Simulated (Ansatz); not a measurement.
The system is HfO2.

```xyz
12
Lattice="5.0803 0.0000 0.0000 0.0000 5.1649 0.0000 0.0000 0.0000 4.8909" Properties=species:S:1:pos:R:3 pbc="T T T"
Hf    1.1308    4.0379    1.3307
Hf    3.6710    3.7094    3.5602
Hf    3.9495    1.1270    1.3307
Hf    1.4093    1.4555    3.5602
O     0.9491    0.8452    0.5113
O     3.4892    1.7372    4.3796
O     4.1312    4.3196    0.5113
O     1.5911    3.4277    4.3796
O     0.0000    2.5824    2.3919
O     2.5402    0.0000    2.4990
O     0.0000    0.0000    2.8153
O     2.5402    2.5824    2.0756
```

The cell comes from a database or a generator and needn't be the stable form of this composition.

Base run:

```yaml
Program: Ansatz 0.2.0
Functional: RPBE
Potentials_or_basis: Ansatz PAW
Cutoff: "420 eV (not typed: the program's choice for these potentials)"
k_mesh: 4 × 4 × 5
Occupations: fermi-dirac, width 0.05 eV
Spin: no spin polarisation
```

Its results: band gap on the k mesh 4.01 eV, direct; pressure 15.3 GPa; largest force 0.240 eV/Å.

Question: After a change of settings the same cell gave: band gap on the k mesh 3.84 eV, direct; pressure 1.6 GPa; largest force 0.112 eV/Å. Which change was it?
A. functional from RPBE to PBEsol
B. functional from RPBE to revPBE
C. functional from RPBE to BLYP

Answer: A.

PBEsol binds more tightly than RPBE, so the same cell stands under less pressure.

Caveats: the k mesh misses the band edges, so the gap on the mesh is wider than the one along the path; spin-orbit coupling is left out, which moves the levels of the heavy elements; the PAW data sets come from PBE, with cores solved anew for the run's functional, which leaves a small shift of forces and pressure.

Runs at the PBE level aren't shown here.
